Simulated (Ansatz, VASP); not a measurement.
BN: VASP beside Ansatz

File INCAR:

```
SYSTEM = BN
PREC     = Accurate       ! precision mode
ENCUT    = 520            ! plane-wave cutoff, eV
EDIFF    = 1E-6           ! SCF threshold, eV
ISMEAR   = 0              ! smearing method
SIGMA    = 0.05           ! smearing width, eV
LREAL    = .False.        ! projectors in reciprocal space
LASPH    = .True.         ! aspherical terms in the spheres
NELM     = 100            ! most SCF steps
ALGO     = Normal         ! electronic algorithm
ISIF     = 2              ! what is computed and relaxed
LWAVE    = .False.        ! write WAVECAR
LCHARG   = .False.        ! write CHGCAR
GGA      = PE             ! functional
NBANDS   = 11             ! bands
```

File KPOINTS:

```
Automatic mesh
0
Gamma
  12 12 12
  0 0 0
```

POSCAR

```
BN
1.0
    0.0000000000      1.6053055254      1.9257503903
    1.9257503903      0.0000000000      1.9257503903
    1.9257503903      1.6053055254      0.0000000000
B N
1 1
Direct
    0.0000000000      0.0000000000      0.0000000000
    0.7500000000      0.7500000000      0.7500000000
```

Input for Ansatz:

```yaml
crystal:
  lattice:
    - [0.0, 1.6053055254, 1.9257503903]
    - [1.9257503903, 0.0, 1.9257503903]
    - [1.9257503903, 1.6053055254, 0.0]
  atoms:
    - { symbol: B, position: [0.0, 0.0, 0.0] }
    - { symbol: "N", position: [0.75, 0.75, 0.75] }
basis:
  ecutwfc: 520.0
kpoints:
  mp_grid: { grid: [12, 12, 12] }
hamiltonian:
  xc: pbe
scf:
  occupations: { method: gaussian, width: 0.05 }
output:
  forces: true
  stress: true
  eigenvalues: true
```

Alike in both runs: task single point; functional PBE; k mesh 12 × 12 × 12; occupations gaussian, width 0.05 eV; no spin polarisation.

|  | VASP | Ansatz |
| --- | --- | --- |
| version | VASP 6.6.1 | Ansatz 0.2.0 |
| potentials or method | VASP PAW PBE potentials, release 64 (B, N) | scalar-relativistic, plane waves, PAW |
| plane-wave cutoff (eV) | 520 | 520 |
| valence electrons in the cell | 8 | 8 |

VASP gave:

```
gap on the k mesh at the Fermi level (eV)       : 1.88
least direct gap on the mesh (eV)               : 7.33
pressure (GPa)                                  : -0.8
largest component of the traceless stress (GPa) : 56.59
```

Task: Which values does Ansatz return?

Result: gap on the k mesh at the Fermi level (eV): 1.89; least direct gap on the mesh (eV): 7.34; pressure (GPa): -1.0; largest component of the traceless stress (GPa): 56.57.

A k mesh can miss the band edges.
